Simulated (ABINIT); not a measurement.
# AlN (F-43m): G0W0 with ABINIT, start to end, part 3 of 3

Aim: the G0W0 gap of AlN (F-43m) on PBE, step by step.

ABINIT 10.8.3; PBE and many-body steps on it, plane waves. Known limits of the many-body steps: not at the basis limit.

So far. Step 4 (Empty states on the mesh, 6×6×6 mesh, 540 bands): On this mesh the gap is 3.325 eV. Step 5 (Screening, 6×6×6 mesh, 532 bands, screening to 598.7 eV): Local fields lower ε∞ by 9 %.

## (6) Self-energy, 6×6×6 mesh, 532 bands, screening to 598.7 eV

The self-energy is evaluated for the states that the input lists, and the levels follow from it, in one-shot runs by the linearised quasiparticle equation.

This step: G0W0 on PBE, plane waves, norm-conserving pseudopotentials.

run.abi reads:

```
acell 3*1.0 Angstrom
rprim 
  -0.000000000000 2.183993559600 2.183993559600
  2.183993559600 -0.000000000000 2.183993559600
  2.183993559600 2.183993559600 -0.000000000000
ntypat 2
znucl 13 7
natom 2
typat 1 2
xred 
  0.000000000000 0.000000000000 0.000000000000
  0.750000000000 0.750000000000 0.750000000000
pp_dirpath "pseudos"
pseudos "Al.upf, N.upf"
ecut 36
ngkpt 6 6 6
nshiftk 1
shiftk 0 0 0
kptopt 1
chksymbreak 0
istwfk *1
occopt 1
irdwfk 1
optdriver 4
nband 532
gwcalctyp 0
ecutsigx 36
symsigma 1
nkptgw 3
kptgw 
  0.0000000000 0.0000000000 0.0000000000
  0.5000000000 0.5000000000 0.0000000000
  0.5000000000 0.0000000000 0.0000000000
bdgw 
  2 8
  3 6
  3 6
ecuteps 22
irdscr 1
ppmodel 1
indata_prefix "in"
outdata_prefix "out"
tmpdata_prefix "tmp"
```

Run with:

```
$ OMP_NUM_THREADS=1 mpirun -n 8 abinit run.abi > log
```

Numbers of over 12 decimals in the logs are rounded to 6 here.

Log:

```text
.Version 10.8.3 of ABINIT. v10.8.2 released Aug 2026.

 Symmetries : space group F-4 3 m (#216); Bravais cF (face-center cubic)
[... echo of the input left out ...]
== DATASET  1 ==================================================================
-   mpi_nproc: 8, omp_nthreads: 1 (-1 if OMP is not activated)

--- !DatasetInfo
iteration_state: {dtset: 1, }
dimensions: {natom: 2, nkpt: 16, mband: 532, nsppol: 1, nspinor: 1, nspden: 1, mpw: 1464, }
cutoff_energies: {ecut:  36.0, pawecutdg:  -1.0, }
electrons: {nelect:   8.00000000E+00, charge:   0.00000000E+00, occopt:   1.00000000E+00, tsmear:   1.00000000E-02, }

 SIGMA: Calculation of the GW corrections

 Based on a program developped by R.W. Godby, V. Olevano, G. Onida, and L. Reining.
 Incorporated in ABINIT by V. Olevano, G.-M. Rignanese, and M. Torrent.
.Using double precision arithmetic ; gwpc =  8

[... cell and pseudopotentials left out ...]
--------------------------------------------------------------------------------

 ==== K-mesh for the wavefunctions ====
 Number of points in the irreducible wedge :    16
[... list of points left out ...]
 Together with 24 symmetry operations and time-reversal symmetry
 yields   216 points in the full Brillouin Zone.

 ==== Q-mesh for screening function ====
 Number of points in the irreducible wedge :    16
[... list of points left out ...]
 Together with 24 symmetry operations and time-reversal symmetry
 yields   216 points in the full Brillouin Zone.

 vcoul_init : cutoff-mode = AUXILIARY_FUNCTION
 q-points for optical limit:   1
     1)      0.000010    0.000020    0.000030
 setmesh: FFT mesh size selected  =    32x   32x   32
          total number of points  =        32768

 Number of electrons calculated from density =    8.0000; Expected =    8.0000
 average of density, n =  0.056900
 r_s =    1.6129
 omega_plasma =   23.0097 [eV]

 === KS Band Gaps ===
  >>>> For spin  1
   Minimum direct gap =   4.1921 [eV], located at k-point      :   0.0000  0.0000  0.0000
   Fundamental gap    =   3.3248 [eV], Top of valence bands at :   0.0000  0.0000  0.0000
                                       Bottom of conduction at :   0.5000  0.5000  0.0000
 SIGMA fundamental parameters:
 PLASMON POLE MODEL  1
 number of plane-waves for SigmaX                 1459
 number of plane-waves for SigmaC and W            701
 number of plane-waves for wavefunctions          1459
 number of bands                                   532
 number of independent spin polarizations            1
 number of spinorial components                      1
 number of k-points in IBZ                          16
 number of q-points in IBZ                          16
 number of symmetry operations                      24
 number of k-points in BZ                          216
 number of q-points in BZ                          216
 number of frequencies for dSigma/dE                 9
 frequency step for dSigma/dE [eV]                0.25
 number of omega for Sigma on real axis              0
 max omega for Sigma on real axis  [eV]           0.00
 zcut for avoiding poles [eV]                     0.10

 EPSILON^-1 parameters (SCR file):
 dimension of the eps^-1 matrix on file            701
 dimension of the eps^-1 matrix used               701
 number of plane-waves for wavefunctions          1459
 number of bands                                   532
 number of q-points in IBZ                          16
 number of frequencies                               2
 number of real frequencies                          1
 number of imag frequencies                          1

 matrix elements of self-energy operator (all in [eV])

 Perturbative Calculation

--- !SelfEnergy_ee
iteration_state: {dtset: 1, }
kpoint     : [   0.000,    0.000,    0.000, ]
spin       : 1
KS_gap     :    4.192
QP_gap     :    5.654
Delta_QP_KS:    1.462
data: !SigmaeeData |
     Band     E0 <VxcDFT>   SigX SigC(E0)      Z dSigC/dE  Sig(E)    E-E0       E
        2   5.159 -16.959 -20.996   2.671   0.783  -0.277 -18.029  -1.069   4.089
        3   5.159 -16.959 -20.996   2.671   0.783  -0.277 -18.029  -1.069   4.089
        4   5.159 -16.959 -20.996   2.671   0.783  -0.277 -18.029  -1.069   4.089
        5   9.351 -12.531  -8.056  -3.994   0.814  -0.228 -12.139   0.392   9.743
        6  17.748  -9.892  -4.092  -5.146   0.815  -0.226  -9.358   0.534  18.282
        7  17.748  -9.892  -4.092  -5.146   0.815  -0.226  -9.358   0.534  18.282
        8  17.748  -9.892  -4.092  -5.146   0.815  -0.226  -9.358   0.534  18.282

--- !SelfEnergy_ee
iteration_state: {dtset: 1, }
kpoint     : [   0.500,    0.500,    0.000, ]
spin       : 1
KS_gap     :    5.100
QP_gap     :    6.711
Delta_QP_KS:    1.611
data: !SigmaeeData |
     Band     E0 <VxcDFT>   SigX SigC(E0)      Z dSigC/dE  Sig(E)    E-E0       E
        3   3.383 -15.432 -20.146   3.026   0.780  -0.282 -16.748  -1.317   2.066
        4   3.383 -15.432 -20.146   3.026   0.780  -0.282 -16.748  -1.317   2.066
        5   8.483  -9.206  -5.016  -3.837   0.835  -0.197  -8.911   0.294   8.778
        6  13.810  -9.461  -4.383  -4.445   0.838  -0.193  -8.931   0.530  14.340

--- !SelfEnergy_ee
iteration_state: {dtset: 1, }
kpoint     : [   0.500,    0.000,    0.000, ]
spin       : 1
KS_gap     :    7.872
QP_gap     :    9.513
Delta_QP_KS:    1.640
data: !SigmaeeData |
     Band     E0 <VxcDFT>   SigX SigC(E0)      Z dSigC/dE  Sig(E)    E-E0       E
        3   4.678 -16.600 -20.861   2.798   0.782  -0.278 -17.745  -1.144   3.534
        4   4.678 -16.600 -20.861   2.798   0.782  -0.278 -17.745  -1.144   3.534
        5  12.551 -11.009  -5.874  -4.532   0.823  -0.214 -10.513   0.496  13.047
        6  15.004 -13.282  -6.773  -5.430   0.783  -0.276 -12.437   0.846  15.850

== END DATASET(S) ==============================================================
================================================================================

 -outvars: echo values of variables after computation  --------
           etotal      0.0000000000E+00
            nband         532
             nkpt          16
          spgroup         216
 [... the other variables as echoed above ...]

 Calculation completed.
```

The job ended after 7.5 min (8 MPI ranks of Arm Neoverse V2, shared host; peak memory 7.3 GiB).

This step gave:

```yaml
g0w0_gap_on_the_points_computed: 4.689 eV
starting_gap_on_the_mesh: 3.325 eV
k_of_the_valence_top: 0, 0, 0
k_of_the_conduction_bottom: 0.5, 0.5, 0
z_at_the_valence_top: 0.783
z_at_the_conduction_bottom: 0.835
least_direct_g0w0_gap_on_the_computed_points: 5.654 eV
```

The gap on the mesh goes from 3.32 eV to 4.69 eV, a correction of +1.36 eV.

Limits: finite bands, cutoff and mesh. v1 is the top filled band, c1 the lowest empty one. Levels before and after the correction, in eV, zero at the valence-band top of each column:

```
           conduction bottom  valence top
Kohn-Sham               3.32         0.00
     G0W0               4.69         0.00
```

```
                       level  energy (eV)
Kohn-Sham            Γ v3-v1        0.000
Kohn-Sham               Γ c1        4.192
Kohn-Sham            Γ c2-c4       12.589
Kohn-Sham  (0.5 0.5 0) v2-v1       -1.775
Kohn-Sham     (0.5 0.5 0) c1        3.325
Kohn-Sham     (0.5 0.5 0) c2        8.652
     G0W0            Γ v3-v1        0.000
     G0W0               Γ c1        5.654
     G0W0            Γ c2-c4       14.193
     G0W0  (0.5 0.5 0) v2-v1       -2.023
     G0W0     (0.5 0.5 0) c1        4.689
     G0W0     (0.5 0.5 0) c2       10.251
```

## (7) Where the time went

Times are wall times on 8 MPI ranks of Arm Neoverse V2, shared host, good to a factor of about two.

```
                          step     time  share  memory (GiB)
                  ground state    2.7 s    0 %          0.07
bands along the symmetry lines    2.5 s    0 %          0.07
      empty states on the mesh    7.7 s    1 %           1.4
                     screening  8.1 min   51 %           5.5
                   self-energy  7.5 min   47 %           7.3
```

## (8) Summary of results

| Item | Value |
| --- | --- |
| PBE gap | 3.32 eV, indirect |
| G0W0 gap on the mesh | 4.69 eV |
| GW settings | 6×6×6 mesh, 532 bands, screening to 598.7 eV, Godby-Needs plasmon pole |
| known limits | not at the basis limit |

G0W0 moves the gap on the mesh from 3.32 eV to 4.69 eV (+1.36 eV), with Z of 0.78 and 0.83 at the edges. Local fields lower the RPA ε∞ on this mesh from 4.79 to 4.35. Only 3 of the mesh's irreducible points were corrected, so a valley elsewhere could overtake. Bands and cutoff are finite, so the gap is not at the basis limit. The miss can reach some tenths of an eV and take either sign; the mesh is an error of its own. In the G0W0 run levels were corrected at 3 k points alone, so a gap called «on the mesh» is the least over those, and an edge elsewhere would be missed.

[Paths, hosts, dates, memory and timing lines, banners, echoed tables and standing remarks are left out of the program output.]

[Logs are printed without paths, hosts, clocks, repeated set-up lines and the standing remarks that a program may print on its own settings, such as how far it seeks lower states.]

[Runs of the session that timed out or met a known fault of the program may be left out.]

[Hosts, paths, dates, database ids (printed as entryN), source tags and the programs' standing remarks are cut or masked in the printed files.]

[G0W0 gaps are taken among the corrected bands and points alone; a level outside them can change the order at an edge.]

[Where Ansatz stands beside ABINIT at settings called matched, ABINIT's density can come from a denser mesh and the files from another edition; pairs whose starting gaps differed by over 0.03 eV were left out, so agreement reads better than it is.]
